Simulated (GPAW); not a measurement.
The system is Se.

```
Se
1.0
     4.35517    0.00000    0.00000
    -2.17759    3.77169    0.00000
     0.00000    0.00000    4.94945
Se
3
Direct
  0.78300 0.78300 0.50000
  0.00000 0.21700 0.83333
  0.21700 0.00000 0.16667
```

Base run:

* Program: GPAW 26.7.0
* Functional: RPBE
* Potentials or basis: the program's PAW data sets (release 1.2.1) made for this functional
* Cutoff: 600 eV
* Basis: pw
* k mesh: 7 × 7 × 6
* Occupations: gaussian, width 0.1 eV
* Spin: no spin polarisation

Its results: band gap on the k mesh 1.20 eV, indirect (least direct gap 1.41 eV); pressure 7.4 GPa; largest force 1.172 eV/Å.

Q: The run is repeated on the same cell with these changes: functional from RPBE to PBE; potentials or basis from the program's PAW data sets (release 1.2.1) made for this functional to GPAW PAW data sets (gpaw-data 1.2.1). What comes out?

A: Band gap on the k mesh 1.15 eV, indirect (least direct gap 1.38 eV); pressure 5.6 GPa; largest force 1.173 eV/Å.

Caveats: an odd mesh through Γ misses points on the zone boundary, where band edges often lie; forces of over 1 eV/Å show positions far from the minimum, so gaps and moduli don't describe the material at rest.
